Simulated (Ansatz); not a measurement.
# Palladium, omega (AlB2-type) under RPBE: from relaxation to bulk modulus

Aim: take palladium in the omega (AlB2-type) structure, relax it, solve it on a dense k-mesh, then scale the cell to 7 volumes from 88 to 112 % of the relaxed one and try a fit of the equation of state. Spin polarisation is left out. The k-meshes are 8×8×12 for the relaxation; 11×11×15 for the dense run; 9×9×13 for the volumes.

Program: Ansatz 0.2.0. Level of theory: DFT RPBE, plane waves (420 eV) with PAW, scalar-relativistic; PBE-made PAW files. These are calculated values, not measurements.

### 1 Starting point

It takes space group P6/mmm (No. 191, hexagonal). The conventional cell has a = 4.365 Å, b = 4.365 Å, c = 2.676 Å, α = 90.00°, β = 90.00°, γ = 120.00°. Around Pd (site symmetry 6/mmm) lie 14 Pd at 2.68 to 2.85 Å. Around Pd (site symmetry -6m2) lie 11 Pd at 2.52 to 2.85 Å.

Structure file:

```
Pd
1.0
     4.36466    0.00000    0.00000
    -2.18233    3.77991    0.00000
     0.00000    0.00000    2.67554
Pd
3
Direct
  0.00000 0.00000 0.00000
  0.33333 0.66667 0.50000
  0.66667 0.33333 0.50000
```

### 2 Geometry optimisation

input.yaml reads:

```yaml
crystal:
  lattice:
    - [4.3646624039, 0.0, 0.0]
    - [-2.182331202, 3.7799085207, 0.0]
    - [0.0, 0.0, 2.6755380536]
  atoms:
    - { symbol: Pd, position: [0.0, 0.0, 0.0] }
    - { symbol: Pd, position: [0.3333333333, 0.6666666667, 0.5] }
    - { symbol: Pd, position: [0.6666666667, 0.3333333333, 0.5] }
hamiltonian:
  xc: rpbe
  pseudopotentials:
    kind: paw
    azcp:
      Pd: "pseudopotentials/Pd.paw.azcp"
basis:
  ecutwfc: 420
  fft_grid_basis: typed
kpoints:
  mp_grid: { grid: [8, 8, 12], shift: [0, 0, 0] }
magnetization:
  spin_polarized: false
scf:
  occupations: { method: fermi_dirac, width: 0.1 }
relax:
  max_steps: 60
  f_tol: 0.01
  cell: {}
```

Launch:

```
$ ansatz run input.yaml --threads 2 --pin off --max-ram 5120MiB --backend cpu --events-out ev --progress --plain --runs-dir out
```

The runs that follow: The energy on a finer k-mesh; Volume × 0.88; Volume × 0.92; Volume × 0.96; Volume × 1.0; Volume × 1.04; Volume × 1.08; Volume × 1.12.

Q: Predict the outcome of this session. Wanted: space group; conventional cell; volume; shortest distance; gap on the mesh; relative to fcc; V₀, B₀, B₀′.

As calculated:

```
                      quantity                                   value
space group (spins left aside)                        P6/mmm (No. 191)
             conventional cell  a = 4.548 Å, c = 2.707 Å (c/a = 0.595)
                        volume                          16.165 Å³/atom
             shortest distance                                 2.626 Å
               gap on the mesh            none (levels filled in part)
               relative to fcc                            +99 meV/atom
                   V₀, B₀, B₀′            16.145 Å³/atom, 139 GPa, 5.6
```

**Reading.** From the guessed start the volume grew by 9.9 % in 6 steps. Against the reference form of palladium (fcc, computed apart with the same settings) it stands 99 meV/atom higher. Levels at the Fermi energy are filled in part, as in a metal. The fitted modulus is 139 GPa; letting shape and positions relax at each volume could only lower it. The symmetry was held, so the structure may be unstable against distortions that break it.
